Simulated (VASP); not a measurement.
# SiC (F-43m) in VASP: band structure with HSE06

Aim: the band structure of SiC with HSE06.

Program: VASP 6.6.1. These are calculated values, not measurements. Logs are shortened: lines on timing, memory, paths and dates and some standing lists are left out, and cuts for length are marked.

**Measured values to compare with.**

“Insight into the structural, elastic and electronic properties of a new orthorhombic 6O-SiC polytype”, 2020, pmc:7200658 quotes, for a bulk crystal of SiC: band gap 2.4 eV (indirect).

The runs below are set against these values where they give the same quantity.

**1. Starting point**

Symmetry: F-43m, No. 216, cubic system. Conventional cell: a = 4.358 Å, b = 4.358 Å, c = 4.358 Å, α = 90.00°, β = 90.00°, γ = 90.00°. Si (site symmetry -43m) has 4 C at 1.89 Å as nearest neighbours. C (site symmetry -43m) has 4 Si at 1.89 Å as nearest neighbours.

**2. Band structure, HSE06**

The input, POSCAR:

```
SiC
1.0
    0.0000000000      2.1790000000      2.1790000000
    2.1790000000      0.0000000000      2.1790000000
    2.1790000000      2.1790000000      0.0000000000
Si C
1 1
Direct
    0.0000000000      0.0000000000      0.0000000000
    0.2500000000      0.2500000000      0.2500000000
```

The input, INCAR.step1:

```
SYSTEM = SiC
ALGO = Normal
EDIFF = 1E-5
ENCUT = 520
GGA = PE
ISIF = 2
ISMEAR = 0
KPAR = 4
LASPH = .True.
LCHARG = .False.
LREAL = .False.
LWAVE = .True.
NBANDS = 11
NELM = 100
PREC = Accurate
SIGMA = 0.02
```

The input, INCAR.step2:

```
SYSTEM = SiC
ALGO = Normal
EDIFF = 1E-7
ENCUT = 520
GGA = PE
HFSCREEN = 0.2
ISIF = 2
ISMEAR = 0
ISTART = 1
KPAR = 4
LASPH = .True.
LCHARG = .False.
LHFCALC = .True.
LREAL = .False.
LWAVE = .False.
NBANDS = 11
NELM = 100
PREC = Accurate
PRECFOCK = Fast
SIGMA = 0.02
```

The input, KPOINTS:

```
k-points
0
Gamma
  8 8 8
  0 0 0
```

The input, KPOINTS_OPT:

```
path GXWKGLUWLK,UX
12
line-mode
reciprocal
 0.0000000000  0.0000000000  0.0000000000  G
 0.5000000000  0.0000000000  0.5000000000  X

 0.5000000000  0.0000000000  0.5000000000  X
 0.5000000000  0.2500000000  0.7500000000  W

 0.5000000000  0.2500000000  0.7500000000  W
 0.3750000000  0.3750000000  0.7500000000  K

 0.3750000000  0.3750000000  0.7500000000  K
 0.0000000000  0.0000000000  0.0000000000  G

 0.0000000000  0.0000000000  0.0000000000  G
 0.5000000000  0.5000000000  0.5000000000  L

 0.5000000000  0.5000000000  0.5000000000  L
 0.6250000000  0.2500000000  0.6250000000  U

 0.6250000000  0.2500000000  0.6250000000  U
 0.5000000000  0.2500000000  0.7500000000  W

 0.5000000000  0.2500000000  0.7500000000  W
 0.5000000000  0.5000000000  0.5000000000  L

 0.5000000000  0.5000000000  0.5000000000  L
 0.3750000000  0.3750000000  0.7500000000  K

 0.6250000000  0.2500000000  0.6250000000  U
 0.5000000000  0.0000000000  0.5000000000  X
```

Potentials or basis: VASP PAW PBE potentials, release 64 (Si, C).

The run is started by

```sh
cat potpaw_PBE.64/Si/POTCAR potpaw_PBE.64/C/POTCAR > POTCAR
cp INCAR.step1 INCAR
mpirun -np 4 vasp_std > vasp.out
cp INCAR.step2 INCAR
mpirun -np 4 vasp_std > vasp.out
```

OUTCAR:

```text
SYSTEM = SiC
   EDIFF = 1E-7
   ENCUT = 520
   GGA = PE
   HFSCREEN = 0.2
   ISIF = 2
   ISMEAR = 0
   ISTART = 1
   LASPH = .True.
   LHFCALC = .True.
   LREAL = .False.
   NELM = 100
   PREC = Accurate
   PRECFOCK = Fast

 ion  position               nearest neighbor table
   1  0.000  0.000  0.000-   2 1.89   2 1.89   2 1.89   2 1.89
   2  0.250  0.250  0.250-   1 1.89   1 1.89   1 1.89   1 1.89

  LATTYP: Found a face centered cubic cell.
 ALAT       =     4.3580000000

  Lattice vectors:

 A1 = (   0.0000000000,   2.1790000000,   2.1790000000)
 A2 = (   2.1790000000,   0.0000000000,   2.1790000000)
 A3 = (   2.1790000000,   2.1790000000,   0.0000000000)

Analysis of symmetry for initial positions (statically):
=====================================================================
 Subroutine PRICEL returns:
 Original cell was already a primitive cell.

 Routine SETGRP: Setting up the symmetry group for a
 face centered cubic supercell.

 Subroutine GETGRP returns: Found 24 space group operations
 (whereof 24 operations were pure point group operations)
 out of a pool of 48 trial point group operations.

The static configuration has the point symmetry T_d .

Analysis of symmetry for dynamics (positions and initial velocities):
=====================================================================
 Subroutine PRICEL returns:
 Original cell was already a primitive cell.

 Routine SETGRP: Setting up the symmetry group for a
 face centered cubic supercell.

 Subroutine GETGRP returns: Found 24 space group operations
 (whereof 24 operations were pure point group operations)
 out of a pool of 48 trial point group operations.

The dynamic configuration has the point symmetry T_d .

 Subroutine INISYM returns: Found 24 space group operations
 (whereof 24 operations are pure point group operations),
 and found     1 'primitive' translations

----------------------------------------------------------------------------------------

                                     Primitive cell

  volume of cell :      20.6920

  direct lattice vectors                    reciprocal lattice vectors
     0.000000000  2.179000000  2.179000000    -0.229463056  0.229463056  0.229463056
     2.179000000  0.000000000  2.179000000     0.229463056 -0.229463056  0.229463056
     2.179000000  2.179000000  0.000000000     0.229463056  0.229463056 -0.229463056

  length of vectors
[... 99 lines left out ...]
   IALGO  =     38    algorithm
   IMIX   =      1    mixing-type and parameters
     AMIX     =   0.40;   BMIX     =  1.00
     AMIX_MAG =   1.60;   BMIX_MAG =  1.00
  volume/ion in A,a.u.               =      10.35        69.82
  Fermi-wavevector in a.u.,A,eV,Ry     =   1.192626  2.253736 19.352338  1.422357
  Thomas-Fermi vector in A             =   2.328660
   LORBIT       =      0    0 simple, 1 ext, 2 COOP (PROOUT), +10 PAW based schemes
   GGA     = PE    functional components
   LHFCALC =     T    Hartree Fock is set to
   PRECFOCK=fast      Normal, Fast or Accurate (Low or Medium for compatibility)
   ENCUT4O =  -1.0   cutoff for four orbital integrals eV
   NKREDX  =     1    reduce k-point grid by
   NKREDY  =     1    reduce k-point grid by
   NKREDZ  =     1    reduce k-point grid by
   AEXX    =    0.2500 exact exchange contribution
   HFSCREEN=    0.2000 screening length (either q_TF or 0.3 A-1)
   HFSCREENC=   0.2000 screening length for correlation (either q_TF or 0.3 A-1)
   ENCUTFOCK=  -1.0 apply spherical cutoff to Coloumb kernel
   IVDW    =     0    specifies the selected vdW correction
   LEPSILON=     F    determine dielectric tensor
   LRPA    =     F    only Hartree local field effects (RPA)
 non-spin polarized calculation
 Gauss-broadening in eV      SIGMA  =   0.02
  energy-cutoff  :      520.00
  volume of cell :       20.69
 maximum number of plane-waves:       568
  NGX = 14; NGY = 14; NGZ = 14

 number of electron       8.0000001 magnetization

 Free energy of the ion-electron system (eV)
  ---------------------------------------------------
  ext. energy  EPLUGINS =         0.00000000
  ---------------------------------------------------
  free energy    TOTEN  =       -17.46093107 eV

  energy without entropy =      -17.46093107  energy(sigma->0) =      -17.46093107

 E-fermi :   7.6402     XC(G=0):  -9.3439

 val. band max:        7.4797234152   @ k =   0.0000   0.0000   0.0000
 cond. band min:       9.7308296495   @ k =   0.5000   0.5000   0.0000
 fundamental gap:      2.2511062343
 Fermi energy:         7.6401669284

 k-point     1 :       0.0000    0.0000    0.0000
  band No.  band energies     occupation
      1      -9.5121      2.00000
      2       7.4797      2.00000
      3       7.4797      2.00000
      4       7.4797      2.00000
      5      15.0347      0.00000
      6      16.0885      0.00000
      7      16.0885      0.00000
      8      16.0885      0.00000
      9      23.5848      0.00000
     10      23.5848      0.00000
     11      25.4784      0.00000
[... 309 lines left out ...]
 k-point    24 :      -0.3750    0.2500    0.1250
  band No.  band energies     occupation
      1      -4.9601      2.00000
      2      -1.0916      2.00000
      3       3.4326      2.00000
      4       5.0285      2.00000
      5      13.8841      0.00000
      6      16.0513      0.00000
      7      19.1866      0.00000
      8      20.1199      0.00000
      9      22.5750      0.00000
     10      25.4643      0.00000
     11      28.5160      0.00000

 [... further k-points ...]

------------------------ aborting loop because EDIFF is reached ----------------------------------------

  FORCE on cell =-STRESS in cart. coord.  units (eV):
  Direction    XX          YY          ZZ          XY          YZ          ZX
  --------------------------------------------------------------------------------------
  -------------------------------------------------------------------------------------
  Total       -0.2356449     -0.2356449     -0.2356449      0.0000000      0.0000000      0.0000000
  in kB      -18.2459712    -18.2459712    -18.2459712      0.0000000      0.0000000      0.0000000
  external PRESSURE =     -18.2459712 kB  Pullay stress =       0.0000000 kB

 VOLUME and BASIS-vectors are now :
 -----------------------------------------------------------------------------
  energy-cutoff  :      520.00
  volume of cell :       20.69
      direct lattice vectors                 reciprocal lattice vectors
     0.000000000  2.179000000  2.179000000    -0.229463056  0.229463056  0.229463056
     2.179000000  0.000000000  2.179000000     0.229463056 -0.229463056  0.229463056
     2.179000000  2.179000000  0.000000000     0.229463056  0.229463056 -0.229463056

 POSITION                                       TOTAL-FORCE (eV/Angst)
 -----------------------------------------------------------------------------------
      0.00000      0.00000      0.00000        -0.000000     -0.000000     -0.000000
      1.08950      1.08950      1.08950         0.000000      0.000000      0.000000
 -----------------------------------------------------------------------------------
    total drift:                                0.000000     -0.000000      0.000000

  FREE ENERGIE OF THE ION-ELECTRON SYSTEM (eV)
  ---------------------------------------------------
  free  energy   TOTEN  =       -17.4609310710 eV

  energy  without entropy=      -17.4609310710  energy(sigma->0) =      -17.46093107
```

OUTCAR.step1:

```text
SYSTEM = SiC
   EDIFF = 1E-5
   ENCUT = 520
   GGA = PE
   ISIF = 2
   ISMEAR = 0
[... 559 lines left out ...]
      0.00000      0.00000      0.00000         0.000000     -0.000000      0.000000
      1.08950      1.08950      1.08950        -0.000000      0.000000     -0.000000
 -----------------------------------------------------------------------------------
    total drift:                                0.000000      0.000000      0.000000

  FREE ENERGIE OF THE ION-ELECTRON SYSTEM (eV)
  ---------------------------------------------------
  free  energy   TOTEN  =       -15.0566642124 eV

  energy  without entropy=      -15.0566642124  energy(sigma->0) =      -15.05666421
```

OSZICAR.step1:

```text
N       E                     dE             d eps       ncg     rms          rms(c)
DAV:   1     0.446302705101E+01    0.44630E+01   -0.40555E+03   654   0.613E+02
DAV:   2    -0.162642716183E+02   -0.20727E+02   -0.19947E+02   835   0.113E+02
DAV:   3    -0.169099431544E+02   -0.64567E+00   -0.64446E+00   782   0.166E+01
DAV:   4    -0.169124913614E+02   -0.25482E-02   -0.25480E-02   736   0.132E+00
DAV:   5    -0.169125033729E+02   -0.12011E-04   -0.12011E-04   776   0.833E-02    0.881E+00
DAV:   6    -0.151141084380E+02    0.17984E+01   -0.64933E+00   713   0.114E+01    0.390E+00
DAV:   7    -0.150641613215E+02    0.49947E-01   -0.38170E-01   767   0.353E+00    0.178E+00
DAV:   8    -0.150564391705E+02    0.77222E-02   -0.20160E-02   722   0.946E-01    0.171E-01
DAV:   9    -0.150565516776E+02   -0.11251E-03   -0.16025E-03   796   0.229E-01    0.113E-01
DAV:  10    -0.150566620233E+02   -0.11035E-03   -0.23400E-04   716   0.931E-02    0.257E-02
DAV:  11    -0.150566642124E+02   -0.21891E-05   -0.41039E-05   761   0.331E-02
   1 F= -.15056664E+02 E0= -.15056664E+02  d E =-.617626E-28
```

Run time: 4.7 min. Hardware: 4 MPI ranks of Intel Xeon 6975P-C (Granite Rapids), shared host; peak memory 0.3 GiB.

What came out:

| Item | Value |
| --- | --- |
| Free energy | -17.4609 eV |
| Pressure | -1.8 GPa |
| Band gap on the k mesh | 2.25 eV, indirect (least direct gap 5.75 eV) |
| Band gap along the path | 2.25 eV, indirect (least direct gap 5.75 eV) |

Levels at the corners of the path, in eV from the valence-band top:
| point | band 1 | band 2 | band 3 | band 4 | band 5 | band 6 | band 7 | band 8 | band 9 |
| --- | --- | --- | --- | --- | --- | --- | --- | --- | --- |
| Γ | -16.99 | 0.00 | 0.00 | 0.00 | 7.55 | 8.61 | 8.61 | 8.61 | 16.11 |
| X | -11.58 | -8.54 | -3.50 | -3.50 | 2.25 | 5.39 | 15.96 | 15.96 | 16.77 |
| X | -11.58 | -8.54 | -3.50 | -3.50 | 2.25 | 5.39 | 15.96 | 15.96 | 16.77 |
| W | -11.34 | -7.68 | -5.45 | -5.06 | 6.36 | 10.94 | 11.06 | 11.07 | 16.19 |
| W | -11.34 | -7.68 | -5.45 | -5.06 | 6.36 | 10.94 | 11.06 | 11.07 | 16.19 |
| K | -11.58 | -7.96 | -6.03 | -2.85 | 4.11 | 9.10 | 13.55 | 14.22 | 14.81 |
| K | -11.58 | -7.96 | -6.03 | -2.85 | 4.11 | 9.10 | 13.55 | 14.22 | 14.81 |
| Γ | -16.99 | 0.00 | 0.00 | 0.00 | 7.55 | 8.61 | 8.61 | 8.61 | 16.11 |
| Γ | -16.99 | 0.00 | 0.00 | 0.00 | 7.55 | 8.61 | 8.61 | 8.61 | 16.11 |
| L | -13.14 | -9.36 | -1.16 | -1.16 | 6.66 | 8.50 | 8.50 | 11.58 | 17.91 |
| L | -13.14 | -9.36 | -1.16 | -1.16 | 6.66 | 8.50 | 8.50 | 11.58 | 17.91 |
| U | -11.58 | -7.96 | -6.03 | -2.85 | 4.11 | 9.10 | 13.55 | 14.22 | 14.81 |
| U | -11.58 | -7.96 | -6.03 | -2.85 | 4.11 | 9.10 | 13.55 | 14.22 | 14.81 |
| W | -11.34 | -7.68 | -5.45 | -5.06 | 6.36 | 10.94 | 11.06 | 11.07 | 16.19 |
| W | -11.34 | -7.68 | -5.45 | -5.06 | 6.36 | 10.94 | 11.06 | 11.07 | 16.19 |
| L | -13.14 | -9.36 | -1.16 | -1.16 | 6.66 | 8.50 | 8.50 | 11.58 | 17.91 |
| L | -13.14 | -9.36 | -1.16 | -1.16 | 6.66 | 8.50 | 8.50 | 11.58 | 17.91 |
| K | -11.58 | -7.96 | -6.03 | -2.85 | 4.11 | 9.10 | 13.55 | 14.22 | 14.81 |
| U | -11.58 | -7.96 | -6.03 | -2.85 | 4.11 | 9.10 | 13.55 | 14.22 | 14.81 |
| X | -11.58 | -8.54 | -3.50 | -3.50 | 2.25 | 5.39 | 15.96 | 15.96 | 16.77 |

Caveat: the PAW data sets were made with another functional, which shifts forces and pressure a little.

**3. How close it comes**

Step 2. A measured gap of SiC is 2.4 eV (indirect; quoted in “Insight into the structural, elastic and electronic properties of a new orthorhombic 6O-SiC polytype”, 2020, pmc:7200658); the calculated 2.25 eV misses it by -0.15 eV. The value is that of HSE06, without temperature or zero-point motion.
